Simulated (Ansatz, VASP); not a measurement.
**Two plane-wave programs on Ge**

The input INCAR:

```
ALGO = Normal
EDIFF = 1E-7
EDIFFG = -0.04
ENCUT = 600
GGA = PS
IBRION = 2
ISIF = 3
ISMEAR = 0
LASPH = T
LCHARG = F
LREAL = F
LWAVE = F
NELM = 100
NSW = 90
PREC = Accurate
SIGMA = 0.1
```

Contents of KPOINTS:

```
k-points
0
Gamma
  6 6 4
```

File POSCAR:

```
Ge
1.0
    4.1437142536      0.0000000000      0.0000000000
   -2.0718571268      3.5885618097      0.0000000000
    0.0000000000      0.0000000000      4.7011825310
Ge
3
Direct
    0.2254000000      0.0000000000      0.3333333333
    0.0000000000      0.2254000000      0.6666666667
    0.7746000000      0.7746000000      0.0000000000
```

Input for Ansatz:

```yaml
crystal:
  lattice:
    - [4.1437142536, 0.0, 0.0]
    - [-2.0718571268, 3.5885618097, 0.0]
    - [0.0, 0.0, 4.701182531]
  atoms:
    - { symbol: Ge, position: [0.2254, 0.0, 0.3333333333] }
    - { symbol: Ge, position: [0.0, 0.2254, 0.6666666667] }
    - { symbol: Ge, position: [0.7746, 0.7746, 0.0] }
basis:
  ecutwfc: 420
kpoints:
  mp_grid: { grid: [6, 6, 4] }
hamiltonian:
  xc: pbesol
scf:
  occupations: { method: gaussian, width: 0.1 }
  lower_state_search: "off"
output:
  forces: true
  stress: true
  eigenvalues: true
relax:
  adjacent_minimum: "off"
  f_tol: 0.04
  max_steps: 70
  cell: { stress_tol: 0.4 }
```

Alike in both runs: task relaxation of cell and atoms; functional PBEsol; k mesh 6 × 6 × 4; occupations gaussian, width 0.1 eV; no spin polarisation.

|  | VASP | Ansatz |
| --- | --- | --- |
| version | VASP 6.6.1 | Ansatz 0.2.0 |
| potentials or method | VASP PAW PBE potentials, release 64 (Ge_d) | scalar-relativistic, plane waves, PAW |
| plane-wave cutoff (eV) | 600 | 420 |
| valence electrons in the cell | 42 | 42 |

VASP gave:

| Property | Result |
| --- | --- |
| gap on the k mesh at the Fermi level, each at its own relaxed structure (eV) | none |
| relaxed volume (Å³/atom) | 18.86 |
| relaxed cell length with the largest relative difference (Å) | 4.636 |
| energy change over the relaxation (meV/atom) | -627 |

Task: What did Ansatz give for the same quantities?

Result: gap on the k mesh at the Fermi level, each at its own relaxed structure (eV): none; relaxed volume (Å³/atom): 18.81; relaxed cell length with the largest relative difference (Å): 4.624; energy change over the relaxation (meV/atom): -628.

A gap of «none» marks a metal or a gap that the smearing closes.

Caveats: the volume moved by over 15 % at a fixed basis, so the end points are rough; the PAW data sets were made with another functional, which shifts forces and pressure a little (VASP).
